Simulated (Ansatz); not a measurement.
# CoO: the cost of one run

Method: DFT PBEsol, scalar-relativistic, in Ansatz 0.2.0.

### Step 1. The structure to begin with

It takes space group Fm-3m (No. 225, cubic). Conventional cell: a = 4.263 Å, b = 4.263 Å, c = 4.263 Å, α = 90.00°, β = 90.00°, γ = 90.00°. Co (site symmetry m-3m) is surrounded by 6 O at 2.13 Å. O (site symmetry m-3m) has 6 Co at 2.13 Å as nearest neighbours.

Coordinates:

```
CELL_PARAMETERS angstrom
0.00000 2.13150 2.13150
2.13150 0.00000 2.13150
2.13150 2.13150 0.00000
ATOMIC_POSITIONS crystal
Co 0.00000 0.00000 0.00000
O 0.50000 0.50000 0.50000
```

Atoms are numbered in the order of the input: Co1, O2.

### Step 2. After the deformation

Space group Fm-3m before, I4/mmm after.

### Step 3. Full-potential LAPW

input.yaml

```yaml
crystal:
  lattice:
    - [0.0, 2.1315, 2.067555]
    - [2.1315, 0.0, 2.067555]
    - [2.1315, 2.1315, 0.0]
  atoms:
    - { symbol: Co, position: [0.0, 0.0, 0.0], spin: 2.0 }
    - { symbol: O, position: [0.5, 0.5, 0.5] }
magnetization:
  spin_polarized: true
kpoints:
  mp_grid: { grid: [16, 16, 16] }
  band_path:
    path:
      - [0.0, 0.0, 0.0]
      - [0.0, 0.5, 0.5]
      - [0.25, 0.75, 0.5]
      - [0.0, 0.5, 0.0]
      - [0.0, 0.0, 0.0]
      - [0.5, 0.5, 0.0]
      - [0.3828515251, 0.6171484749, 0.0]
      - [-0.3828515251, 0.3828515251, 0.0]
      - [0.0, 0.0, 0.0]
    npoints: 5
scf:
  occupations: { method: fermi_dirac, width: 0.05 }
hamiltonian:
  xc: pbesol
  pseudopotentials: { kind: all_electron, lapw: { basis_error: 0.0005 } }
output:
  forces: true
  stress: true
  eigenvalues: true
```

Run with:

```
$ ansatz run input.yaml --threads 1 --pin off --max-ram 3072MiB --backend cpu --events-out ev --progress --plain --runs-dir out
```

**Question.** How long does this run take on 1 thread of Intel Xeon Platinum 8488C (Sapphire Rapids), shared host, and how much memory does it need?

About 2.9 min, with a peak of 1.3 GiB.
